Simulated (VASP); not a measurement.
**ZrC: single point with PBE**

Crystal: ZrC.

```
CELL_PARAMETERS angstrom
0.00000 2.54552 2.54552
2.54552 0.00000 2.54552
2.54552 2.54552 0.00000
ATOMIC_POSITIONS crystal
Zr 0.50430 0.50518 0.48236
C 0.74188 0.75249 0.75442
```

The cell was built by a generator and needn't be a form met in nature.

The cell isn't the ideal one: atoms moved at random, drawn with an rms of 0.05 Å.

| Property | Result |
| --- | --- |
| Program | VASP 6.6.1 |
| Task | single point |
| Functional | PBE |
| Potentials or basis | VASP PAW PBE potentials, release 64 (Zr_sv, C) |
| Cutoff | 520 eV |
| k mesh | 9 × 9 × 9 |
| Occupations | fermi-dirac, width 0.05 eV |
| Spin | no spin polarisation |
| Further INCAR settings | ALGO = Normal; EDIFF = 1e-07; NBANDS = 15 |

```json
{
  "Pressure": "0.4 GPa",
  "Largest force": "0.764 eV/Å",
  "Band gap on the k mesh": "0.48 eV, indirect (least direct gap 0.56 eV)"
}
```

Forces on the atoms (eV/Å):
```
Zr   0.539  0.319 -0.438
C   -0.539 -0.319  0.438
```

Stress tensor (GPa, compression positive):
```
 0.32  1.66 -1.13
 1.66  0.48 -2.09
-1.13 -2.09  0.40
```

Levels at points of the mesh, in eV from the valence-band top:
| k point | band 4 | band 5 | band 6 | band 7 | band 8 | band 9 | band 10 | band 11 | band 12 | band 13 |
| --- | --- | --- | --- | --- | --- | --- | --- | --- | --- | --- |
| (0.00, 0.00, 0.00) | -25.88 | -9.84 | -2.36 | -2.24 | -2.20 | 3.06 | 3.06 | 3.34 | 8.10 | 8.29 |

Wall time 110 s on 1 thread of Intel(R) Xeon(R) Platinum 8488C (Sapphire Rapids) (shared host), peak memory 0.3 GiB.

Caveat: an odd mesh through Γ misses points on the zone boundary, where band edges often lie.
